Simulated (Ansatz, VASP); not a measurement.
## ZnO (zincite): VASP beside Ansatz

```
Zn O
1.0
     3.23006    0.00000    0.00000
     0.00000    5.21411    0.00000
     0.00000    0.00000   27.12168
Zn O
10 10
Direct
  0.00000 0.46449 0.28996
  0.50000 0.00255 0.30674
  0.50000 0.50129 0.38239
  0.00000 0.00774 0.41275
  0.00000 0.50530 0.48389
  0.50000 0.00530 0.51611
  0.50000 0.50774 0.58725
  0.00000 0.00129 0.61761
  0.00000 0.50255 0.69326
  0.50000 0.96449 0.71004
  0.00000 0.11829 0.27660
  0.50000 0.62542 0.31173
  0.50000 0.12535 0.37882
  0.00000 0.62774 0.41485
  0.00000 0.12679 0.48218
  0.50000 0.62679 0.51782
  0.50000 0.12774 0.58515
  0.00000 0.62535 0.62118
  0.00000 0.12542 0.68827
  0.50000 0.61829 0.72340
```

Alike in both runs: functional PBEsol; k mesh 8 × 5 × 1; occupations gaussian, width 0.05 eV; no spin polarisation.

Ansatz relaxed the structure, and its values are those at the end. VASP's run is a single point on that final structure, the one shown.

```csv
,VASP,Ansatz
version,VASP 6.6.1,Ansatz 0.2.0
potentials or method,"VASP PAW PBE potentials, release 64 (Zn, O)","scalar-relativistic, plane waves, PAW"
plane-wave cutoff (eV),520,420
valence electrons in the cell,180,180
```

Ansatz gave:

```
gap on the k mesh at the Fermi level (eV) : 0.79
least direct gap on the mesh (eV)         : 0.79
rms of the force components (eV/Å)        : 0.003
```

Question: Which values does VASP return?

Answer: gap on the k mesh at the Fermi level (eV): 0.78; least direct gap on the mesh (eV): 0.78; rms of the force components (eV/Å): 0.023.

The functional is the same, so the differences come from potentials, cutoffs and numerics.

Caveats: the PAW data sets were made with another functional, which shifts forces and pressure a little (VASP).
